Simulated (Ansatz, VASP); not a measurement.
## Two plane-wave programs on Zn

Contents of INCAR:

```
SYSTEM = Zn
PREC = Accurate ; ENCUT = 520
EDIFF = 1E-6 ; ISMEAR = -5
SIGMA = 0.1 ; LREAL = .False.
LASPH = .True. ; NELM = 80
ALGO = Normal ; ISIF = 2
LWAVE = .False. ; LCHARG = .True.
GGA = B5 ; ALDAX = 1.0
AGGAX = 1.0 ; AGGAC = 1.0
ALDAC = 0.0 ; IVDW = 13
VDW_S6 = 1.0 ; VDW_S8 = 2.34076671
VDW_A1 = 0.44488865 ; VDW_A2 = 4.0933009
LELF = .True. ; LVHAR = .True.
NBANDS = 19
```

Contents of KPOINTS:

```
regular mesh
0
Gamma
  11 11 6
  0 0 0
```

File POSCAR:

```
Zn
1.0
    2.5586182000      0.0000000000      0.0000000000
   -1.2793091000      2.2158283598      0.0000000000
    0.0000000000      0.0000000000      4.7588382000
Zn
2
Direct
    0.6666666667      0.3333333333      0.7500000000
    0.3333333333      0.6666666667      0.2500000000
```

input.yaml

```yaml
crystal:
  lattice:
    - [2.5586182, 0.0, 0.0]
    - [-1.2793091, 2.2158283598, 0.0]
    - [0.0, 0.0, 4.7588382]
  atoms:
    - { symbol: Zn, position: [0.6666666667, 0.3333333333, 0.75] }
    - { symbol: Zn, position: [0.3333333333, 0.6666666667, 0.25] }
hamiltonian:
  xc: blyp
  pseudopotentials: { kind: paw, source: jth }
  dispersion: d4
kpoints:
  mp_grid: { grid: [11, 11, 6] }
  band_path:
    path:
      - [[0.0, 0.0, 0.0], [0.5, 0.0, 0.0], [0.3333333333, 0.3333333333, 0.0], [0.0, 0.0, 0.0], [0.0, 0.0, 0.5], [0.5, 0.0, 0.5], [0.3333333333, 0.3333333333, 0.5], [0.0, 0.0, 0.5]]
      - [[0.5, 0.0, 0.5], [0.5, 0.0, 0.0]]
      - [[0.3333333333, 0.3333333333, 0.0], [0.3333333333, 0.3333333333, 0.5]]
    npoints: 14
scf:
  occupations: { method: tetrahedron }
  n_extra_bands: 6
output:
  forces: true
  stress: true
  fatbands: true
```

Change from the starting cell: volume scaled by 0.88.

Alike in both runs: functional BLYP; dispersion D4; k mesh 11 × 11 × 6; occupations tetrahedron; no spin polarisation.

|  | VASP | Ansatz |
| --- | --- | --- |
| version | VASP 6.6.1 | Ansatz 0.2.0 |
| potentials or method | VASP PAW PBE potentials, release 64 (Zn) | JTH PAW |
| plane-wave cutoff (eV) | 520 | 1080 |
| valence electrons in the cell | 24 | 24 |
| task | single point | band structure |

```csv
,VASP,Ansatz,Ansatz less VASP
gap on the k mesh at the Fermi level (eV),none,none,-
pressure (GPa),11.1,10.5,-0.60
largest component of the traceless stress (GPa),3.55,3.26,-0.286
dispersion energy (meV/atom),-690.9,-691.0,-0.12
```

A gap of «none» marks a metal or a gap that the smearing closes.

Caveats: pairwise dispersion overbinds metals, which lowers pressure and volume; the PAW data sets were made with another functional, which shifts forces and pressure a little (VASP); tetrahedron occupations give inexact forces and stress in metals (VASP); with tetrahedron occupations forces and stress needn't match the slope of the energy (Ansatz).
